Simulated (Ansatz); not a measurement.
## A series in volume per atom on Si

All results are calculated (Ansatz 0.2.0). Periodic Kohn-Sham DFT of a crystal at fixed atoms; pressure and stress are positive in compression; the energy is the free energy less that of spherical unpolarised free atoms; site moments are those in the method's own spheres, positive along +z.

Cell of the first row (space group Pm-3m, No. 221):
```
CELL_PARAMETERS angstrom
2.49820 0.00000 0.00000
0.00000 2.49820 0.00000
0.00000 0.00000 2.49820
ATOMIC_POSITIONS crystal
Si 0.00000 0.00000 0.00000
```

Settings of every row: method all-electron LAPW; functional PBE; relativity scalar; k mesh 14x14x14; filling fermi-dirac; smearing width 0.03 eV; basis error target 0.25 meV/atom; nucleus gaussian.

Atom start moment: 0 on all atoms.

Limits: the cell comes from a prototype or a list of computed structures and needn't be the stable phase.

| row | volume per atom (Å³) | pressure (GPa) | energy less free atoms (eV/atom) |
| --- | --- | --- | --- |
| 1 | 15.591 | 4.589 | -5.0601 |
| 2 | 15.916 | 2.165 | -5.0669 |
| 3 | 16.24 | ? | ? |
| 4 | 16.565 | -1.922 | -5.0671 |
| 5 | 16.89 | -3.64 | -5.0614 |

Question: what pressure and energy less free atoms should row 3 give?

Worked fit of pressure. Take u = (V_r/V)^(2/3) − 1 with V_r = 16.241 Å³ an atom, which is twice the finite (Eulerian) strain; such expansions in the strain, on which the Birch-Murnaghan equation of state is built, carry the rest volume and the bulk modulus. The shown rows have u = 0.0276, 0.01357, -0.01308, -0.02578. Least squares give pressure = 0.0006 + 153.27 × u + 469 × u² GPa; a straight line predicts inner rows, each left out in turn, worse (root mean square 0.19 against 0.0047 GPa). The rows lie off it by 0.001, -0.002, 0.002, -0.001. The pressure vanishes at u = -0.0000, or V = 16.24 Å³ an atom, and there the bulk modulus at fixed shape and fractions is B = −V dP/dV = (2/3)(1 + u) dP/du = 102 GPa. The withheld row has u = 4e-05, so the fit gives 0.0006 + 153.27 × (4e-05) + 469 × (4e-05)² = 0.007 GPa.

The calculation gave 0.001 GPa. The fit lies 0.006 GPa (600 % of the value, 0.073 % of the column's range) above it; its largest miss of a shown row is 0.002 GPa.

Worked fit of energy less free atoms. Take u = (V_r/V)^(2/3) − 1 with V_r = 16.241 Å³ an atom, which is twice the finite (Eulerian) strain; such expansions in the strain, on which the Birch-Murnaghan equation of state is built, carry the rest volume and the bulk modulus. The shown rows have u = 0.0276, 0.01357, -0.01308, -0.02578. Least squares give energy less free atoms = −5.06907 + 0.0029 × u + 11.67 × u² eV/atom; a straight line predicts inner rows, each left out in turn, worse (root mean square 0.0048 against 3.6e-05 eV/atom). All shown rows lie on it to the printed digit. Its lowest point lies at u = -0.0001, or V = 16.24 Å³ an atom, and the curvature there gives the bulk modulus at fixed shape and fractions, B = (4/9)(1 + u)² E″(u)/V = 102 GPa. The withheld row has u = 4e-05, so the fit gives −5.06907 + 0.0029 × (4e-05) + 11.67 × (4e-05)² = -5.0691 eV/atom.

The calculation gave -5.0691 eV/atom. The fit meets it to the printed digit.
